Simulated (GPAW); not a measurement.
# In2O3 (R-3c) in GPAW: reference runs

Aim: a first look at In2O3 with PBE, on the cell as given.

Program: GPAW 26.7.0. These are calculated values, not measurements. Logs are shortened: lines on timing, memory, paths and dates and some standing lists are left out, and cuts for length are marked. The log counts tension as positive stress, the text compression.

**What was measured.**

From “Fabrication and performance enhancement of an In2O3/BiVO4 heterojunction for N-butanol gas sensing applications”, 2024, pmc:11650617, for a powder of In2O3: band gap 3.08 eV (optical).

The results are compared with them further down.

## (1) The structure

It takes space group R-3c (No. 167, trigonal). Conventional cell: a = 5.487 Å, b = 5.487 Å, c = 14.510 Å, α = 90.00°, β = 90.00°, γ = 120.00°. In (site symmetry 3) is surrounded by 6 O at 2.12 to 2.26 Å. O (site symmetry 2) has 4 In at 2.12 to 2.26 Å as nearest neighbours.

## (2) Single point, PBE

run.py

```python
from ase import Atoms
from ase.dft.bandgap import bandgap
from ase.io import write
from ase.units import Bohr, GPa
from gpaw import GPAW, PW
from gpaw.elf import elf_from_dft_calculation

atoms = Atoms(['In', 'In', 'In', 'In', 'O', 'O', 'O', 'O', 'O', 'O'],
              cell=[[2.7435, 1.5839604635, 4.8366666667],
                    [-2.7435, 1.5839604635, 4.8366666667],
                    [0.0, -3.167920927, 4.8366666667]],
              scaled_positions=[[0.85731, 0.85731, 0.85731],
                                [0.64269, 0.64269, 0.64269],
                                [0.14269, 0.14269, 0.14269],
                                [0.35731, 0.35731, 0.35731],
                                [0.048, 0.75, 0.452],
                                [0.75, 0.452, 0.048],
                                [0.452, 0.048, 0.75],
                                [0.952, 0.25, 0.548],
                                [0.25, 0.548, 0.952],
                                [0.548, 0.952, 0.25]],
              pbc=True)

calc = GPAW(mode=PW(800),
            xc='PBE',
            kpts={'size': (6, 6, 6), 'gamma': True},
            occupations={'name': 'fermi-dirac', 'width': 0.05},
            nbands=69,
            convergence={'density': 1e-05, 'energy': 1e-05},
            maxiter=150,
            txt='gpaw.txt')
atoms.calc = calc
energy = atoms.get_potential_energy()
forces = atoms.get_forces()
stress = atoms.get_stress()
calc.write('gs.gpw')
write('result.traj', atoms)
print(f'Energy: {energy:.6f} eV')
print('Forces (eV/A):')
print(forces.round(4))
print('Stress (GPa):', (stress / GPa).round(3))
print('Fermi level:', round(calc.get_fermi_level(), 4), 'eV')
print(f'Gap: {bandgap(calc)[0]:.4f} eV, direct: {bandgap(calc, direct=True)[0]:.4f} eV')

# fields on the real-space grid
write('density.cube', atoms, data=calc.get_pseudo_density() * Bohr**3)
write('potential.cube', atoms, data=calc.get_electrostatic_potential())
write('elf.cube', atoms, data=elf_from_dft_calculation(calc).data)
```

Potentials or basis: GPAW PAW data sets (gpaw-data 1.2.1), pw.

The run is started by

```
$ OMP_NUM_THREADS=1 python run.py
```

gpaw.txt:

```text
__  _  _
 | _ |_)|_||  |
 |__||  | ||/\| - 26.7.0

Input parameters:
  mode=PW(ecut=800.0),
  convergence={'density': 1e-05, 'energy': 1e-05},
  kpts=MonkhorstPack(size=(6, 6, 6), gamma=True),
  maxiter=150,
  nbands=69,
  occupations=Occupations(name='fermi-dirac', width=0.05),
  xc=XC(name='PBE')

Diagonalizing LCAO Hamiltonian
Converting LCAO to pw mode

             In

           O In
                  O
          O
                O
        O
             InO

             In

Atoms  # Å, Bohr magnetons
|   | symbol |         x |         y |         z |    initial magnetic moments |
|---|--------|-----------|-----------|-----------|-----------------------------|
| 0 |     In |  0.000000 | -0.000000 | 12.439568 | ( 0.0000,  0.0000,  0.0000) |
| 1 |     In | -0.000000 |  0.000000 |  9.325432 | ( 0.0000,  0.0000,  0.0000) |
| 2 |     In |  0.000000 | -0.000000 |  2.070432 | ( 0.0000,  0.0000,  0.0000) |
| 3 |     In | -0.000000 | -0.000000 |  5.184568 | ( 0.0000,  0.0000,  0.0000) |
| 4 |      O | -1.925937 | -0.167900 |  6.045833 | ( 0.0000,  0.0000,  0.0000) |
| 5 |      O |  0.817563 |  1.751860 |  6.045833 | ( 0.0000,  0.0000,  0.0000) |
| 6 |      O |  1.108374 | -1.583960 |  6.045833 | ( 0.0000,  0.0000,  0.0000) |
| 7 |      O |  1.925937 |  0.167900 |  8.464167 | ( 0.0000,  0.0000,  0.0000) |
| 8 |      O | -0.817563 | -1.751860 |  8.464167 | ( 0.0000,  0.0000,  0.0000) |
| 9 |      O | -1.108374 |  1.583960 |  8.464167 | ( 0.0000,  0.0000,  0.0000) |

Unit cell  # Å
| periodic |         x |         y |        z |  lengths |    angles |
|----------|-----------|-----------|----------|----------|-----------|
|      yes |  2.743500 |  1.583960 | 4.836667 | 5.781788 | 56.654541 |
|      yes | -2.743500 |  1.583960 | 4.836667 | 5.781788 | 56.654541 |
|      yes |  0.000000 | -3.167921 | 4.836667 | 5.781788 | 56.654541 |

Number of symmetries: 6
Symmetry operations  # r_c * U_cc + t_c -> r_c
|   | kind |            matrix            |
|---|------|------------------------------|
| 0 |  E   |  1, 0, 0,  0, 1, 0,  0, 0, 1 |
| 1 |  C3  |  0, 1, 0,  0, 0, 1,  1, 0, 0 |
| 2 |  C3  |  0, 0, 1,  1, 0, 0,  0, 1, 0 |
| 3 |  S6  |  0, 0,-1, -1, 0, 0,  0,-1, 0 |
| 4 |  S6  |  0,-1, 0,  0, 0,-1, -1, 0, 0 |
| 5 |  i   | -1, 0, 0,  0,-1, 0,  0, 0,-1 |

BZ-sampling:
  Number of BZ points: 216
  Number of IBZ points: 40

  Monkhorst-Pack size: [6, 6, 6]
  Monkhorst-Pack shift: [0.08333333333333333, 0.08333333333333333, 0.08333333333333333]

K-points  # in reciprocal-cell coordinates
|     |                                coordinates |     weight |
|-----|--------------------------------------------|------------|
|   0 | (  0.00000000,   0.00000000,   0.00000000) | 0.00462963 |
|   1 | (  0.16666667,   0.00000000,  -0.16666667) | 0.02777778 |
|   2 | (  0.16666667,   0.00000000,   0.00000000) | 0.02777778 |
|   3 | (  0.16666667,   0.16666667,  -0.16666667) | 0.02777778 |
|   4 | (  0.16666667,   0.16666667,   0.00000000) | 0.02777778 |
|   5 | (  0.16666667,   0.16666667,   0.16666667) | 0.00925926 |
|   6 | (  0.33333333,  -0.16666667,  -0.33333333) | 0.02777778 |
|   7 | (  0.33333333,  -0.16666667,  -0.16666667) | 0.02777778 |
|   8 | (  0.33333333,  -0.16666667,   0.00000000) | 0.02777778 |
|   9 | (  0.33333333,  -0.16666667,   0.16666667) | 0.02777778 |
| ... |                                            |            |
|  39 | (  0.50000000,   0.50000000,   0.50000000) | 0.00462963 |

Plane wave coefficients: 6533
Cutoff: 800.0 eV

Spin-components: 1 (collinear spins)
Bands:           69
Projectors:      54
Spin-degeneracy: 2
Datatype:        complex128

Parallelization:
  kpt:    1
  domain: 1
  band:   1

Density:
  Valence electrons: 88.0
  Components: 1
  Grid points: [40 40 40]
  Charge: 0.0  # |e|

Potential:
  Grid points: [40 40 40]

species:
  In:
    name:    Indium
    Z:       49.0
    valence: 13
    core:    36
    charge:  0.0  # [|e|]
    compensation charges:
      type: gauss
      rc: 0.36  # [Å]
      lmax: 2
    cutoffs:
      filter: 2.09  # [Å]
      core: 2.48  # [Å]
    projectors
    | kind |    occ | energy [eV] | rcut [Å] |
    |------|--------|-------------|----------|
    |   5s |  2.000 |      -8.203 |    1.185 |
    |   5p |  1.000 |      -2.521 |    1.244 |
    |   4d | 10.000 |     -18.629 |    1.148 |
    |    s |        |      19.008 |    1.185 |
    |    p |        |      24.691 |    1.244 |
    |    d |        |       8.583 |    1.148 |

    Using partial waves for In as LCAO basis

  O:
    name:    Oxygen
    Z:       8.0
    valence: 6
    core:    2
    charge:  0.0  # [|e|]
    compensation charges:
      type: gauss
      rc: 0.21  # [Å]
      lmax: 2
    cutoffs:
      filter: 1.17  # [Å]
      core: 0.83  # [Å]
    projectors
    | kind |    occ | energy [eV] | rcut [Å] |
    |------|--------|-------------|----------|
    |   2s |  2.000 |     -23.961 |    0.688 |
    |   2p |  4.000 |      -9.029 |    0.598 |
    |    s |        |       3.251 |    0.688 |
    |    p |        |      18.182 |    0.598 |
    |    d |        |       0.000 |    0.619 |

    Using partial waves for O as LCAO basis

Reference energy: -652146.792447  # eV

eigensolver:
  PPCG
  Converge bands: occupied
  niter=2

density mixing:
  MSR1-Mixer
  Pratt-step length: 0.05
  Maximum mixing coefficient: 0.75
  Old densities: 10
  SVD Regularization: 0.005
  Good broyden scale: 1.0
  Trust region scale: 1.0
  Backstep threshold: 4.0
  History deletion threshold: 6.0
  Fourier metric: weight=20.0, sigma=0.015

occupation numbers:
  Fermi-Dirac:
    width: 0.0500  # eV

poisson solver:
  ecut: 6400.0  # eV

xc functional:
  name: PBE with 2 nearest neighbor stencil

convergence criteria:
- Maximum integral of absolute [dens]ity change: 1e-05 electrons / valence electron
- Maximum [total energy] change in last 3 cyles: 1e-05 eV / valence electron
- Maximum integral of absolute [eigenst]ate change: 4e-08 eV^2 / valence electron
maximum number of iterations: 150

SCF iterations
|iter     | |      energy | eigst |  dens |
|---------|-|-------------|-------|-------|
|iter:   1| |  -66.793781 | +0.13 |       |
|iter:   2| |  -64.256896 | -1.26 | -0.90 |
|iter:   3| |  -57.712254 | -0.46 | -0.96 |
|iter:   4| |  -57.691762 | -2.62 | -1.49 |
|iter:   5| |  -57.694275 | -3.16 | -1.76 |
|iter:   6| |  -57.694988 | -4.47 | -2.82 |
|iter:   7| |  -57.695131c| -5.68 | -3.25 |
|iter:   8| |  -57.695134c| -6.63 | -4.00 |
|iter:   9| |  -57.695134c| -7.86c| -4.83 |
|iter:  10| |  -57.695135c| -8.13c| -5.21c|

Converged in 10 steps
Energy contributions relative to reference atoms: (reference = -652146.792447)

Energy contributions:
  Kinetic:         165.604884
  Coulomb:        -150.032521
  Zero:              1.166541
  External:          0.000000
  Xc:              -74.434038
  Entropy:          -0.000000
  Spinorbit:         0.000000
  ----------------------------
  Free energy:     -57.695135
  Extrapolated:    -57.695135

dipole moment: (0.000000, -0.000000, 0.000006)  # |e|*Ang

Fermi level: 6.447
Eigenvalues  # (at kpt = [0.000, 0.000, 0.000])
| band index |      eig [eV] | occ [0-2] |
|------------|---------------|-----------|
|          0 |       -11.941 |     2.000 |
|        ... |               |           |
|         36 |         4.903 |     2.000 |
|         37 |         5.199 |     2.000 |
|         38 |         5.306 |     2.000 |
|         39 |         5.306 |     2.000 |
|         40 |         5.415 |     2.000 |
|         41 |         5.415 |     2.000 |
[... 8 lines left out ...]
|         50 |        14.914 |     0.000 |
|         51 |        15.234 |     0.000 |
|        ... |               |           |
|         68 |        24.581 |     0.000 |

Gap: 1.318 eV
Transition (v -> c):
  (s=0, k=12, n=43, [0.33, 0.00, 0.00]) -> (s=0, k=0, n=44, [0.00, 0.00, 0.00])
Direct/indirect transitions are different
Direct gap: 1.348 eV
Transition at: (s=0, k=0, n=43, [0.00, 0.00, 0.00])

Forces  # eV/Ang
|        x |        y |        z |
|----------|----------|----------|
| -0.00000 | -0.00000 |  0.00204 |  # In   0
|  0.00000 |  0.00000 | -0.00193 |  # In   1
|  0.00000 |  0.00000 | -0.00204 |  # In   2
| -0.00000 |  0.00000 |  0.00193 |  # In   3
| -0.06433 | -0.11147 | -0.00008 |  # O    4
| -0.06437 |  0.11144 | -0.00008 |  # O    5
|  0.12870 |  0.00003 | -0.00008 |  # O    6
|  0.06433 |  0.11147 |  0.00008 |  # O    7
|  0.06437 | -0.11144 |  0.00008 |  # O    8
| -0.12870 | -0.00003 |  0.00008 |  # O    9

Stress tensor  # eV/Ang^3
|         x |         y |         z |
|-----------|-----------|-----------|
| -0.049864 | -0.000000 | -0.000000 |
| -0.000000 | -0.049864 | -0.000000 |
| -0.000000 | -0.000000 | -0.041514 |

# Writing to gs.gpw (mode='')
```

Wall time 4.6 min (1 thread of AMD EPYC 7R43 (Zen 3), shared host); peak memory 0.6 GiB.

What came out:

* Free energy: -57.6951 eV
* Pressure: 7.5 GPa
* Largest force: 0.129 eV/Å
* Band gap on the k mesh: 1.32 eV, indirect (least direct gap 1.35 eV)

Forces on the atoms (eV/Å):
```
In   0.000  0.000  0.002
In   0.000  0.000 -0.002
In   0.000  0.000 -0.002
In   0.000  0.000  0.002
O   -0.064 -0.111  0.000
O   -0.064  0.111  0.000
O    0.129  0.000  0.000
O    0.064  0.111  0.000
O    0.064 -0.111  0.000
O   -0.129  0.000  0.000
```

Levels at points of the mesh, in eV from the valence-band top:
```
           k point  band 42  band 43  band 44  band 45  band 46  band 47
(0.00, 0.00, 0.00)    -0.27    -0.03    -0.03     1.32     5.61     6.32
(0.50, 0.00, 0.00)    -0.75    -0.06    -0.06     5.00     5.00     5.94
(0.50, 0.50, 0.00)    -0.33    -0.08    -0.04     5.24     5.56     6.52
(0.50, 0.50, 0.50)    -0.19    -0.19    -0.19     4.45     4.45     7.24
```

Caveat: spin-orbit coupling is left out, which moves the levels of the heavy elements.

## (3) Comparison with measurements

Step 2. A measured gap of In2O3 is 3.08 eV (optical; powder; “Fabrication and performance enhancement of an In2O3/BiVO4 heterojunction for N-butanol gas sensing applications”, 2024, pmc:11650617); the calculated 1.32 eV misses it by -1.76 eV. So large a miss can be the level of theory's own, or it may mean another phase, state or a wrong row. Spin-orbit coupling on In is left out. The value is that of PBE on a finite k mesh, which can miss the band edges, without temperature or zero-point motion. Semilocal functionals fall short of measured gaps as a rule.
